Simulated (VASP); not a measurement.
# GaAs (F-43m) in VASP: notebook

Runs on GaAs. Level: PBE. Tasks: single point.

Everything below comes from runs of VASP 6.6.1. Logs are shortened: lines on timing, memory, paths and dates and some standing lists are left out, and cuts for length are marked.

### 1 The undisturbed crystal

The structure is cubic, space group F-43m (No. 216). Conventional cell: a = 5.654 Å, b = 5.654 Å, c = 5.654 Å, α = 90.00°, β = 90.00°, γ = 90.00°. Around Ga (site symmetry -43m) lie 4 As at 2.45 Å. As (site symmetry -43m) is surrounded by 4 Ga at 2.45 Å.

### 2 Single point, PBE (a relaxed cell with its volume scaled by 0.97)

Contents of INCAR:

```
SYSTEM = GaAs
ALGO = Normal
AMIX = 0.2
EDIFF = 1E-7
ENCUT = 520
GGA = PE
ISIF = 2
ISMEAR = 0
LASPH = .True.
LCHARG = .False.
LREAL = .False.
LWAVE = .False.
NELM = 100
PREC = Accurate
SIGMA = 0.02
```

Contents of KPOINTS:

```
k-points
0
Gamma
  10 10 10
  0 0 0
```

Contents of POSCAR:

```
GaAs                                    
1.0
    0.0000000000      2.8461013201      2.8461013201
    2.8461013201      0.0000000000      2.8461013201
    2.8461013201      2.8461013201      0.0000000000
  Ga              As            
     1     1
Direct
     0.0000000000000000    0.0000000000000000    0.0000000000000000
     0.2500000000000000    0.2500000000000000    0.2500000000000000
```

Potentials or basis: VASP PAW PBE potentials, release 64 (Ga_d, As).

Launch:

```console
cat potpaw_PBE.64/Ga_d/POTCAR potpaw_PBE.64/As/POTCAR > POTCAR
mpirun -np 1 vasp_std > vasp.out
```

OUTCAR:

```text
SYSTEM = GaAs
   AMIX = 0.2
   EDIFF = 1E-7
   ENCUT = 520
   GGA = PE
   ISIF = 2
   ISMEAR = 0
   LASPH = .True.
   LREAL = .False.
   NELM = 100
   PREC = Accurate

 ion  position               nearest neighbor table
   1  0.000  0.000  0.000-   2 2.46   2 2.46   2 2.46   2 2.46
   2  0.250  0.250  0.250-   1 2.46   1 2.46   1 2.46   1 2.46

  LATTYP: Found a face centered cubic cell.
 ALAT       =     5.6922026402

  Lattice vectors:

 A1 = (   0.0000000000,   2.8461013201,   2.8461013201)
 A2 = (   2.8461013201,   0.0000000000,   2.8461013201)
 A3 = (   2.8461013201,   2.8461013201,   0.0000000000)

Analysis of symmetry for initial positions (statically):
=====================================================================
 Subroutine PRICEL returns:
 Original cell was already a primitive cell.

 Routine SETGRP: Setting up the symmetry group for a
 face centered cubic supercell.

 Subroutine GETGRP returns: Found 24 space group operations
 (whereof 24 operations were pure point group operations)
 out of a pool of 48 trial point group operations.

The static configuration has the point symmetry T_d .

Analysis of symmetry for dynamics (positions and initial velocities):
=====================================================================
 Subroutine PRICEL returns:
 Original cell was already a primitive cell.

 Routine SETGRP: Setting up the symmetry group for a
 face centered cubic supercell.

 Subroutine GETGRP returns: Found 24 space group operations
 (whereof 24 operations were pure point group operations)
 out of a pool of 48 trial point group operations.

The dynamic configuration has the point symmetry T_d .

 Subroutine INISYM returns: Found 24 space group operations
 (whereof 24 operations are pure point group operations),
 and found     1 'primitive' translations

----------------------------------------------------------------------------------------

                                     Primitive cell

  volume of cell :      46.1085

  direct lattice vectors                    reciprocal lattice vectors
     0.000000000  2.846101320  2.846101320    -0.175678918  0.175678918  0.175678918
     2.846101320  0.000000000  2.846101320     0.175678918 -0.175678918  0.175678918
     2.846101320  2.846101320  0.000000000     0.175678918  0.175678918 -0.175678918

  length of vectors
     4.024995087  4.024995087  4.024995087     0.304284812  0.304284812  0.304284812

  position of ions in fractional coordinates (direct lattice)
     0.000000000  0.000000000  0.000000000
     0.250000000  0.250000000  0.250000000

  ion indices of the primitive-cell ions
   primitive index   ion index
                 1           1
                 2           2

----------------------------------------------------------------------------------------

 KPOINTS: k-points

Automatic generation of k-mesh.
 Grid dimensions read from file:
 generate k-points for:   10   10   10

 Generating k-lattice:

  Cartesian coordinates                     Fractional coordinates (reciprocal lattice)
    -0.017567892  0.017567892  0.017567892     0.100000000  0.000000000  0.000000000
     0.017567892 -0.017567892  0.017567892     0.000000000  0.100000000  0.000000000
     0.017567892  0.017567892 -0.017567892     0.000000000  0.000000000  0.100000000

  Length of vectors
     0.030428481  0.030428481  0.030428481

  Shift w.r.t. Gamma in fractional coordinates (k-lattice)
     0.000000000  0.000000000  0.000000000

 Subroutine IBZKPT returns following result:
 ===========================================

 Found     47 irreducible k-points:

 Following reciprocal coordinates:
            Coordinates               Weight
  0.000000  0.000000  0.000000      1.000000
  0.100000  0.000000  0.000000      8.000000
  0.200000  0.000000  0.000000      8.000000
  0.300000  0.000000  0.000000      8.000000
  0.400000  0.000000  0.000000      8.000000
  0.500000  0.000000  0.000000      4.000000
[... 16 lines left out ...]
  0.300000  0.300000  0.000000      6.000000
  0.400000  0.300000  0.000000     24.000000
 [... further k-points ...]
   k-points           NKPTS =     47   k-points in BZ     NKDIM =     47   number of bands    NBANDS=     13
   number of dos      NEDOS =    301   number of ions     NIONS =      2
   total plane-waves  NPLWV =  27000
   dimension x,y,z NGX =    30 NGY =   30 NGZ =   30
   dimension x,y,z NGXF=    60 NGYF=   60 NGZF=   60
   ions per type =               1   1
   NGX,Y,Z   is equivalent  to a cutoff of  12.39, 12.39, 12.39 a.u.
   NGXF,Y,Z  is equivalent  to a cutoff of  24.78, 24.78, 24.78 a.u.
 SYSTEM =  GaAs
   PREC   = accura    normal or accurate (medium, high low for compatibility)
   ISTART =      0    job   : 0-new  1-cont  2-samecut
   ICHARG =      2    charge: 1-file 2-atom 10-const
   ISPIN  =      1    spin polarized calculation?
   LNONCOLLINEAR =      F non collinear calculations
   LSORBIT =      F    spin-orbit coupling
   LASPH  =      T    aspherical Exc in radial PAW
   ENCUT  =  520.0 eV  38.22 Ry    6.18 a.u.   7.48  7.48  7.48*2*pi/ulx,y,z
   NELM   =    100;   NELMIN=  2; NELMDL= -5     # of ELM steps
   EDIFF  = 0.1E-06   stopping-criterion for ELM
   LREAL  =      F    real-space projection
   EDIFFG = 0.1E-05   stopping-criterion for IOM
   NSW    =      0    number of steps for IOM
   IBRION =     -1    ionic relax: 0-MD 1-quasi-New 2-CG
   NFREE  =      0    steps in history (QN), initial steepest desc. (CG)
   ISIF   =      2    stress and relaxation
   ISYM   =      2    0-nonsym 1-usesym 2-fastsym
   POTIM  = 0.5000    time-step for ionic-motion
   TEBEG  =    0.0;   TEEND  =   0.0 temperature during run
   PSTRESS=    0.0 pullay stress
   NELECT =      18.0000    total number of electrons
   NUPDOWN=      -1.0000    fix difference up-down
   EMIN   =  10.00;   EMAX   =-10.00  energy-range for DOS
   EFERMI =   0.00;   METHOD = LEGACY
   ISMEAR =     0;   SIGMA  =   0.02  broadening in eV -4-tet -1-fermi 0-gaus
   EFERMI_NEDOS =   21; number of points for ismear=-14 and -15
   IALGO  =     38    algorithm
   IMIX   =      4    mixing-type and parameters
     AMIX     =   0.20;   BMIX     =  1.00
     AMIX_MAG =   0.80;   BMIX_MAG =  1.00
  volume/ion in A,a.u.               =      23.05       155.58
  Fermi-wavevector in a.u.,A,eV,Ry     =   1.196480  2.261019 19.477604  1.431564
  Thomas-Fermi vector in A             =   2.332419
   LORBIT       =      0    0 simple, 1 ext, 2 COOP (PROOUT), +10 PAW based schemes
   GGA     = PE    functional components
   LHFCALC =     F    Hartree Fock is set to
   AEXX    =    0.0000 exact exchange contribution
   IVDW    =     0    specifies the selected vdW correction
   LEPSILON=     F    determine dielectric tensor
   LRPA    =     F    only Hartree local field effects (RPA)
 non-spin polarized calculation
 Gauss-broadening in eV      SIGMA  =   0.02
  energy-cutoff  :      520.00
  volume of cell :       46.11
 maximum number of plane-waves:      1266
 NGX is ok and might be reduce to    30
   NGX = 15   NGY = 15   NGZ = 15

 number of electron      17.9999985 magnetization

 Free energy of the ion-electron system (eV)
  ---------------------------------------------------
  ext. energy  EPLUGINS =         0.00000000
  ---------------------------------------------------
  free energy    TOTEN  =        -8.26665828 eV

  energy without entropy =       -8.26665828  energy(sigma->0) =       -8.26665828

 E-fermi :   3.8675     XC(G=0):  -9.4968

 val. band max:        3.7420270334   @ k =   0.0000   0.0000   0.0000
 cond. band min:       4.1101962208   @ k =   0.0000   0.0000   0.0000
 fundamental gap:      0.3681691874
 Fermi energy:         3.8675038415

 k-point     1 :       0.0000    0.0000    0.0000
  band No.  band energies     occupation
      1     -11.0290      2.00000
      2     -11.0290      2.00000
      3     -11.0290      2.00000
      4     -10.9547      2.00000
      5     -10.9547      2.00000
      6      -8.8390      2.00000
      7       3.7420      2.00000
      8       3.7420      2.00000
      9       3.7420      2.00000
     10       4.1102      0.00000
     11       7.4663      0.00000
     12       7.4663      0.00000
     13       7.4663      0.00000

 k-point     2 :       0.1000    0.0000    0.0000
  band No.  band energies     occupation
      1     -11.0370      2.00000
      2     -11.0268      2.00000
      3     -11.0268      2.00000
      4     -10.9548      2.00000
      5     -10.9548      2.00000
      6      -8.7250      2.00000
      7       2.2104      2.00000
      8       3.5883      2.00000
      9       3.5883      2.00000
     10       5.1166      0.00000
     11       7.6956      0.00000
     12       7.6956      0.00000
     13       7.7015      0.00000

 k-point     3 :       0.2000    0.0000    0.0000
  band No.  band energies     occupation
      1     -11.0567      2.00000
      2     -11.0215      2.00000
      3     -11.0215      2.00000
      4     -10.9547      2.00000
      5     -10.9547      2.00000
      6      -8.3976      2.00000
      7       0.4644      2.00000
      8       3.2554      2.00000
      9       3.2554      2.00000
     10       5.2509      0.00000
     11       8.1468      0.00000
     12       8.1468      0.00000
     13       8.8235      0.00000
[... 305 lines left out ...]
 k-point    23 :       0.3000    0.3000    0.0000
  band No.  band energies     occupation
      1     -11.1024      2.00000
      2     -10.9996      2.00000
      3     -10.9996      2.00000
      4     -10.9691      2.00000
      5     -10.9468      2.00000
      6      -7.5820      2.00000
      7      -1.0945      2.00000
      8       1.7648      2.00000
      9       1.7648      2.00000
     10       5.4697      0.00000
     11       6.6480      0.00000
     12      11.1035      0.00000
     13      11.1035      0.00000

 k-point    24 :       0.4000    0.3000    0.0000
  band No.  band energies     occupation
      1     -11.1138      2.00000
      2     -10.9954      2.00000
      3     -10.9940      2.00000
      4     -10.9709      2.00000
      5     -10.9457      2.00000
      6      -7.1582      2.00000
      7      -1.8697      2.00000
      8       1.2256      2.00000
      9       1.5542      2.00000
     10       5.6054      0.00000
     11       6.5901      0.00000
     12      10.9478      0.00000
     13      11.5815      0.00000

 [... further k-points ...]

------------------------ aborting loop because EDIFF is reached ----------------------------------------

  FORCE on cell =-STRESS in cart. coord.  units (eV):
  Direction    XX          YY          ZZ          XY          YZ          ZX
  --------------------------------------------------------------------------------------
  -------------------------------------------------------------------------------------
  Total        0.5733696      0.5733696      0.5733696     -0.0000000      0.0000000     -0.0000000
  in kB       19.9234333     19.9234333     19.9234333     -0.0000000      0.0000000     -0.0000000
  external PRESSURE =      19.9234333 kB  Pullay stress =       0.0000000 kB

 VOLUME and BASIS-vectors are now :
 -----------------------------------------------------------------------------
  energy-cutoff  :      520.00
  volume of cell :       46.11
      direct lattice vectors                 reciprocal lattice vectors
     0.000000000  2.846101320  2.846101320    -0.175678918  0.175678918  0.175678918
     2.846101320  0.000000000  2.846101320     0.175678918 -0.175678918  0.175678918
     2.846101320  2.846101320  0.000000000     0.175678918  0.175678918 -0.175678918

 POSITION                                       TOTAL-FORCE (eV/Angst)
 -----------------------------------------------------------------------------------
      0.00000      0.00000      0.00000         0.000000      0.000000      0.000000
      1.42305      1.42305      1.42305        -0.000000     -0.000000     -0.000000
 -----------------------------------------------------------------------------------
    total drift:                                0.000002      0.000002      0.000002

  FREE ENERGIE OF THE ION-ELECTRON SYSTEM (eV)
  ---------------------------------------------------
  free  energy   TOTEN  =        -8.2666582815 eV

  energy  without entropy=       -8.2666582815  energy(sigma->0) =       -8.26665828
```

Wall time 29 s (1 thread of Intel Xeon Platinum 8259CL at 2.50GHz (Skylake/Cascade Lake), shared host); peak memory 0.19 GiB.

What came out:

| Item | Value |
| --- | --- |
| Free energy | -8.2667 eV |
| Pressure | 2.0 GPa |
| Band gap on the k mesh | 0.37 eV, direct |

### 3 Single point, PBE (a relaxed cell with its volume scaled by 1.03)

INCAR is that of step 2.

KPOINTS is that of step 2.

Contents of POSCAR:

```
GaAs                                    
1.0
    0.0000000000      2.9036138117      2.9036138117
    2.9036138117      0.0000000000      2.9036138117
    2.9036138117      2.9036138117      0.0000000000
  Ga              As            
     1     1
Direct
     0.0000000000000000    0.0000000000000000    0.0000000000000000
     0.2500000000000000    0.2500000000000000    0.2500000000000000
```

Potentials or basis: VASP PAW PBE potentials, release 64 (Ga_d, As).

Launch:

```console
cat potpaw_PBE.64/Ga_d/POTCAR potpaw_PBE.64/As/POTCAR > POTCAR
mpirun -np 1 vasp_std > vasp.out
```

Run time: 22 s. Hardware: 1 thread of Intel Xeon Platinum 8259CL at 2.50GHz (Skylake/Cascade Lake), shared host; peak memory 0.19 GiB.

It converged, with:

```
Free energy            : -8.2678 eV
Pressure               : -1.6 GPa
Band gap on the k mesh : none (metal or under the smearing width)
```

Levels at points of the mesh, in eV from the Fermi level:
| k point | band 7 | band 8 | band 9 | band 10 | band 11 | band 12 |
| --- | --- | --- | --- | --- | --- | --- |
| (0.00, 0.00, 0.00) | -0.07 | -0.01 | -0.01 | -0.01 | 3.70 | 3.70 |
| (0.50, 0.00, 0.00) | -6.23 | -1.03 | -1.03 | 0.78 | 4.59 | 4.59 |
| (0.50, 0.50, 0.00) | -6.47 | -2.41 | -2.41 | 1.60 | 1.68 | 9.53 |
